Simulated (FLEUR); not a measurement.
# Collinear magnetic orders of Fe2/Cr1/Fe2 (001) trilayer with FLEUR, part 2 of 2

Aim: find out whether Fe2/Cr1/Fe2 (001) trilayer carries moments, and which collinear order costs least.

FLEUR MaX-R8.1; PBE; all-electron FLAPW film, Dirac cores, scalar-relativistic bands.

So far. Step 2 (Run 1 (ferro ++++)): After 57 cycles the largest moment stands at 2.97 μB.

**3. Start 2: antiferro ++--**

Reversing part of the moments tests the sign of the couplings between them.

Input file inp.xml:

```
<?xml version="1.0" encoding="UTF-8" standalone="no"?>
<fleurInput fleurInputVersion="0.39">
   <comment>
      Fe4Cr
   </comment>
   <calculationSetup>
      <cutoffs Kmax="3.68" Gmax="11.0" GmaxXC="11.0" numbands="0"/>
      <scfLoop itmax="170" minDistance="0.00001" maxIterBroyd="15" imix="Anderson" alpha="0.03" precondParam="0.0" spinf="2.0" sdNocoIR="T"/>
      <coreElectrons ctail="T" frcor="F" kcrel="0" coretail_lmax="0"/>
      <xcFunctional name="pbe" relativisticCorrections="F"/>
      <magnetism jspins="2"/>
      <soc l_soc="F" theta="0.0" phi="0.0" spav="F"/>
      <expertModes spex="0" secvar="F"/>
      <geometryOptimization l_f="F" forcealpha="1.0" forcemix="BFGS" epsdisp="0.00001" epsforce="0.00001"/>
      <ldaU l_linMix="F" mixParam="0.05" spinf="1.0"/>
   </calculationSetup>
   <cell>
      <bzIntegration valenceElectrons="78.0" mode="hist" fermiSmearingEnergy="0.00183747">
         <kPointListSelection listName="default-1"/>
         <xi:include xmlns:xi="http://www.w3.org/2001/XInclude" href="kpts.xml"> </xi:include>
      </bzIntegration>
      <xi:include xmlns:xi="http://www.w3.org/2001/XInclude" href="sym.xml"> </xi:include>
      <filmLattice scale="1.0" dVac="16.09" dTilda="18.59">
         <bravaisMatrixFilm>
            <row-1>    5.4159550731035999     0.0000000000000000</row-1>
            <row-2>    0.0000000000000000     5.4159550731035999</row-2>
         </bravaisMatrixFilm>
         <vacuumEnergyParameters vacuum="1" spinUp="-.25" spinDown="-.25"/>
         <vacuumEnergyParameters vacuum="2" spinUp="-.25" spinDown="-.25"/>
      </filmLattice>
   </cell>
   <atomSpecies>
      <species name="Iron (Fe) 2.801" element="Fe" atomicNumber="26">
         <mtSphere radius="2.23" gridPoints="737" logIncrement="0.016"/>
         <atomicCutoffs lmax="8" lnonsphr="6"/>
         <electronConfig flipSpins="F">
            <coreConfig>(1s1/2) (2s1/2) (2p1/2) (2p3/2)</coreConfig>
            <valenceConfig>(3s1/2) (3p1/2) (3p3/2) (4s1/2) (3d3/2) (3d5/2)</valenceConfig>
            <stateOccupation state="(3d3/2)" spinUp="1.4005" spinDown="0.9995"/>
            <stateOccupation state="(3d5/2)" spinUp="3.0" spinDown="0.6"/>
         </electronConfig>
         <energyParameters s="4" p="4" d="3" f="4"/>
         <lo type="SCLO" l="0" n="3" eDeriv="0"/>
         <lo type="SCLO" l="1" n="3" eDeriv="0"/>
      </species>
      <species name="Chromium (Cr)" element="Cr" atomicNumber="24">
         <mtSphere radius="2.23" gridPoints="737" logIncrement="0.016"/>
         <atomicCutoffs lmax="8" lnonsphr="6"/>
         <electronConfig flipSpins="F">
            <coreConfig>(1s1/2) (2s1/2) (2p1/2) (2p3/2)</coreConfig>
            <valenceConfig>(3s1/2) (3p1/2) (3p3/2) (4s1/2) (3d3/2) (3d5/2)</valenceConfig>
            <stateOccupation state="(4s1/2)" spinUp="0.500000" spinDown="0.500000"/>
            <stateOccupation state="(3d3/2)" spinUp="1.000000" spinDown="1.000000"/>
            <stateOccupation state="(3d5/2)" spinUp="1.500000" spinDown="1.500000"/>
         </electronConfig>
         <energyParameters s="4" p="4" d="3" f="4"/>
         <lo type="SCLO" l="0" n="3" eDeriv="0"/>
         <lo type="SCLO" l="1" n="3" eDeriv="0"/>
      </species>
      <species name="Iron (Fe) -2.801" element="Fe" atomicNumber="26">
         <mtSphere radius="2.23" gridPoints="737" logIncrement="0.016"/>
         <atomicCutoffs lmax="8" lnonsphr="6"/>
         <electronConfig flipSpins="F">
            <coreConfig>(1s1/2) (2s1/2) (2p1/2) (2p3/2)</coreConfig>
            <valenceConfig>(3s1/2) (3p1/2) (3p3/2) (4s1/2) (3d3/2) (3d5/2)</valenceConfig>
            <stateOccupation state="(3d3/2)" spinUp="0.9995" spinDown="1.4005"/>
            <stateOccupation state="(3d5/2)" spinUp="0.6" spinDown="3.0"/>
         </electronConfig>
         <energyParameters s="4" p="4" d="3" f="4"/>
         <lo type="SCLO" l="0" n="3" eDeriv="0"/>
         <lo type="SCLO" l="1" n="3" eDeriv="0"/>
      </species>
   </atomSpecies>
   <atomGroups>
      <atomGroup species="Iron (Fe) 2.801">
         <filmPos label="                   1">.0000000000 .0000000000 -5.4159438709</filmPos>
         <force calculate="T" relaxXYZ="TTT"/>
      </atomGroup>
      <atomGroup species="Iron (Fe) 2.801">
         <filmPos label="                   2">1.000/2.000 1.000/2.000 -2.7079719354</filmPos>
         <force calculate="T" relaxXYZ="TTT"/>
      </atomGroup>
      <atomGroup species="Chromium (Cr)">
         <filmPos label="                   3">.0000000000 .0000000000 .0000000000</filmPos>
         <force calculate="T" relaxXYZ="TTT"/>
      </atomGroup>
      <atomGroup species="Iron (Fe) -2.801">
         <filmPos label="                   4">1.000/2.000 1.000/2.000 2.7079719354</filmPos>
         <force calculate="T" relaxXYZ="TTT"/>
      </atomGroup>
      <atomGroup species="Iron (Fe) -2.801">
         <filmPos label="                   5">.0000000000 .0000000000 5.4159438709</filmPos>
         <force calculate="T" relaxXYZ="TTT"/>
      </atomGroup>
   </atomGroups>
   <output dos="F" band="F" slice="F">
      <bandDOS minEnergy="-.5*Htr" maxEnergy="0.5*Htr" sigma="0.015" storeEVData="T"/>
      <plotting iplot="0" polar="F">
         <plot TwoD="T" vec1="  1.0  0.0  0.0" vec2="  0.0  1.0  0.0" vec3="  0.0  0.0  1.0" zero="  0.0  0.0 -0.5" file="plot"/>
      </plotting>
      <moessbauerParams electricFieldGradient="F" isomerShift="F" coreHyperfine="F" valenceHyperfine="F"/>
   </output>
</fleurInput>
```

Input file crystal.txt:

```
Fe4Cr
&input film=T cartesian=F /
2.86600000000  0.00000000000  0.00000000000
0.00000000000  2.86600000000  0.00000000000
0.00000000000  0.00000000000  1.00000000000
1.8897261246
1.0 1.0 1.0

5
26 0.00000000000  0.00000000000  -5.41594387088 : 2.801
26 0.50000000000  0.50000000000  -2.70797193544 : 2.801
24 0.00000000000  0.00000000000  0.00000000000
26 0.50000000000  0.50000000000  2.70797193544 : -2.801
26 0.00000000000  0.00000000000  5.41594387088 : -2.801

&kpt div1=20 div2=20 div3=1 gamma=T /
```

Run with:

```console
$ OMP_NUM_THREADS=1 inpgen -f crystal.txt > inpgen.log  # inp.xml is then edited as shown
$ OMP_NUM_THREADS=1 mpirun -n 4 fleur_MPI > fleur.log
```

The log of the run:

```text
[banner, memory and clock lines left out]
Welcome to FLEUR        (www.flapw.de)
      MaX-Release 8.1          (www.max-centre.eu)

 ========== k-point set info ==========
 Selected k-point list: default-1
 k-point list type: mesh
 0 x 0 x 0
 Number of k points: 68

 ------------Calculation Setup---------------------------
 Number of PE/node        :            4
 Number of OMP-threads    :            1
 k-points in parallel     :            4
 pe's per k-point         :            1
 No of k-point loops      :           17
 Eigenvalue solver        :       lapack
 Number of basis functions:          510
 Approximate size of matrices (H+S) per k-point:         0.008 GB
 Iteration:     1   Distance:      47.27511577 me/bohr^3
 Iteration:     2   Distance:      30.28079147 me/bohr^3
 Iteration:     3   Distance:      14.83635696 me/bohr^3
 Iteration:     4   Distance:      17.56377911 me/bohr^3
 Iteration:     5   Distance:      13.62414580 me/bohr^3
 Iteration:     6   Distance:      10.80206342 me/bohr^3
 Iteration:     7   Distance:      10.77357286 me/bohr^3
 Iteration:     8   Distance:       8.22628689 me/bohr^3
 Iteration:     9   Distance:       7.96326266 me/bohr^3
 Iteration:    10   Distance:       5.82557355 me/bohr^3
[... 35 iterations left out ...]
 Iteration:    46   Distance:       0.00028117 me/bohr^3
 Iteration:    47   Distance:       0.00022216 me/bohr^3
 Iteration:    48   Distance:       0.00027275 me/bohr^3
 Iteration:    49   Distance:       0.00009261 me/bohr^3
 Iteration:    50   Distance:       0.00010921 me/bohr^3
 Iteration:    51   Distance:       0.00003564 me/bohr^3
 Iteration:    52   Distance:       0.00003268 me/bohr^3
 Iteration:    53   Distance:       0.00002143 me/bohr^3
 Iteration:    54   Distance:       0.00001232 me/bohr^3
 Iteration:    55   Distance:       0.00000846 me/bohr^3

 ********************************************************************
 Run finished successfully
 Stop message:
   all done
 ********************************************************************

--- out.xml (last complete iteration) ---
<iteration numberForCurrentRun="   55" overallNumber="   55">
         [... left out ...]
         <bandgap value="0.0041274885" units="eV"/>
         <sumValenceSingleParticleEnergies value="-101.3089283093" units="Htr"/>
         <FermiEnergy value="-0.1364751823" units="Htr"/>
         <valenceDensity>
            <mtCharges spin="1">
               <mtCharge atomType="1" total="8.7283914" s="1.1764080" p="3.0937716" d="4.4505422" f="0.0059456"/>
               <mtCharge atomType="2" total="8.3256546" s="1.1833547" p="3.1563018" d="3.9725322" f="0.0105639"/>
               <mtCharge atomType="3" total="6.2170923" s="1.1443831" p="3.1270711" d="1.9312148" f="0.0116113"/>
               <mtCharge atomType="4" total="6.4306412" s="1.1824606" p="3.1708637" d="2.0658357" f="0.0093160"/>
               <mtCharge atomType="5" total="5.7687467" s="1.1564131" p="3.0970303" d="1.5090196" f="0.0051522"/>
            </mtCharges>
            <mtCharges spin="2">
               <mtCharge atomType="1" total="5.7687471" s="1.1564131" p="3.0970303" d="1.5090199" f="0.0051522"/>
               <mtCharge atomType="2" total="6.4306417" s="1.1824606" p="3.1708637" d="2.0658361" f="0.0093160"/>
               <mtCharge atomType="3" total="6.2170902" s="1.1443831" p="3.1270710" d="1.9312127" f="0.0116113"/>
               <mtCharge atomType="4" total="8.3256549" s="1.1833547" p="3.1563018" d="3.9725325" f="0.0105639"/>
               <mtCharge atomType="5" total="8.7283913" s="1.1764080" p="3.0937716" d="4.4505421" f="0.0059456"/>
            </mtCharges>
            <spinDependentCharge spin="1" total="39.0000007" interstitial="3.4100966" mtSpheres="35.4705263" vacuum1="0.0462098" vacuum2="0.0731681"/>
            <spinDependentCharge spin="2" total="38.9999995" interstitial="3.4100965" mtSpheres="35.4705251" vacuum1="0.0731681" vacuum2="0.0462098"/>
            <totalCharge value="78.0000002311"/>
         </valenceDensity>
         [... left out ...]
         <magneticMomentsInMTSpheres units="muBohr">
            <globalMagMoment atomType="1" vec="0.00000   0.00000   2.95964"/>
            <localMagMoment atomType="1" vec="0.00000   0.00000   2.95964"/>
            <globalMagMoment atomType="2" vec="0.00000   0.00000   1.89501"/>
            <localMagMoment atomType="2" vec="0.00000   0.00000   1.89501"/>
            <globalMagMoment atomType="3" vec="0.00000   0.00000   0.00000"/>
            <localMagMoment atomType="3" vec="0.00000   0.00000   0.00000"/>
            <globalMagMoment atomType="4" vec="0.00000   0.00000  -1.89501"/>
            <localMagMoment atomType="4" vec="0.00000   0.00000  -1.89501"/>
            <globalMagMoment atomType="5" vec="0.00000   0.00000  -2.95964"/>
            <localMagMoment atomType="5" vec="0.00000   0.00000  -2.95964"/>
         </magneticMomentsInMTSpheres>
         [... left out ...]
         <totalEnergy value="    -6141.9903336916" units="Htr">
            <sumOfEigenvalues value="    -3616.3615237044">
               <coreElectrons value="-3515.0525953950"/>
               <valenceElectrons value="-101.3089283093"/>
            </sumOfEigenvalues>
            <densityCoulombPotentialIntegral value="-9486.4087215663"/>
            <densityEffectivePotentialIntegral value="-9839.9625859202"/>
            <chargeDenXCDenIntegral value="-272.4290869750"/>
            <FockExchangeEnergyValence value="0.0000000000"/>
            <FockExchangeEnergyCore value="0.0000000000"/>
         [... left out ...]
            <tkbTimesEntropy value="0.0019527908"/>
            <freeEnergy value="-6141.9922864824"/>
            <extrapolationTo0K value="-6141.9913100870"/>
         </totalEnergy>
         <densityConvergence units="me/bohr^3">
            <chargeDensity spin="1" distance="0.0000041971"/>
            <chargeDensity spin="2" distance="0.0000069419"/>
            <overallChargeDensity distance="0.0000077433"/>
            <spinDensity distance="0.0000084649"/>
         </densityConvergence>
      </iteration>
```

The job ended after 6.9 min (4 MPI ranks of Arm Neoverse V2, shared host; peak memory 0.42 GiB; 27 min of CPU time).

Spin moment in the muffin-tin sphere by atom:

| atom | spin moment in the muffin-tin sphere (μB) |
| --- | --- |
| Fe1 | 2.96 |
| Fe2 | 1.90 |
| Cr3 | 0.00 |
| Fe4 | -1.90 |
| Fe5 | -2.96 |

Read from the output:

| Property | Result |
| --- | --- |
| free energy | -167132.1244 eV |
| program's band gap on this mesh (in a metal only a level spacing) | 0.004127 eV |
| magnetization | 0 μB |
| final state | antiferromagnetic |

It lies 6.75 meV a seeded atom under the first start, and its largest moment is 2.96 μB against 2.97 μB.

**4. The states side by side**

Free energies are divided by the number of seeded atoms.

Orders:

| start | final state | typed order kept | energy over the lowest (meV a seeded atom) | largest sphere moment (μB) | net moment (μB a primitive cell) | mesh matched | CPU time (s) |
| --- | --- | --- | --- | --- | --- | --- | --- |
| ferro ++++ | ferromagnetic, with opposed induced moments | yes | 6.745 | 2.973 | 9.522 | yes | 909.5 |
| antiferro ++-- | antiferromagnetic | yes | 0 | 2.96 | 0 | yes | 1650 |

**5. Outcome**

| Item | Value |
| --- | --- |
| lowest state found | antiferromagnetic (typed antiferro ++--) |
| largest site spin moment | 2.96 μB |
| next finished state | ferromagnetic, with opposed induced moments, 6.75 meV a seeded atom higher |

The lowest state found is antiferromagnetic, reached from the start antiferro ++--, with moments up to 2.96 μB. The next finished state costs 6.7 meV a seeded atom. Only 2 starts were tried; other patterns of signs, canted and longer-period orders were not. With 4 seeded atoms in the first cell, sign patterns within that cell may remain untried.

[Logs and program files are shortened in this print: banners, set-up blocks, solver, clock and traceback lines can be left out without a mark of their own.]

[Logs are printed without paths, hosts, clocks, repeated set-up lines and the standing remarks that a program may print on its own settings, such as how far it seeks lower states.]

[Hosts, paths, dates, database ids (printed as entryN), source tags and the programs' standing remarks are cut or masked in the printed files.]

[Where a cell is said to come from a database of computed structures, the database is the Materials Project.]
